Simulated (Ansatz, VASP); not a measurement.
# KBr: VASP beside Ansatz

```
CELL_PARAMETERS angstrom
0.12791 3.43015 3.43015
3.43015 0.12791 3.43015
3.43015 3.43015 0.12791
ATOMIC_POSITIONS crystal
K 0.00000 0.00000 0.00000
Br 0.50000 0.50000 0.50000
```

Change from the starting cell: shear_111 strain +5.8%.

Alike in both runs: task single point; functional r2SCAN; k mesh 6 × 6 × 6; no spin polarisation.

|  | VASP | Ansatz |
| --- | --- | --- |
| version | VASP 6.6.1 | Ansatz 0.2.0 |
| potentials or method | VASP PAW PBE potentials, release 64 (K_sv, Br) | plane waves, PAW |
| plane-wave cutoff (eV) | 520 | 500 |
| occupations | gaussian, width 0.01 eV | fixed |
| valence electrons in the cell | 16 | 16 |

```csv
,VASP,Ansatz,Ansatz less VASP
gap on the k mesh at the Fermi level (eV),4.86,4.86,-0.002
pressure (GPa),-0.8,-0.8,+0.01
largest component of the traceless stress (GPa),0.23,0.23,+0.001
```

Caveats: the PAW data sets were made with another functional, which shifts forces and pressure a little (VASP).
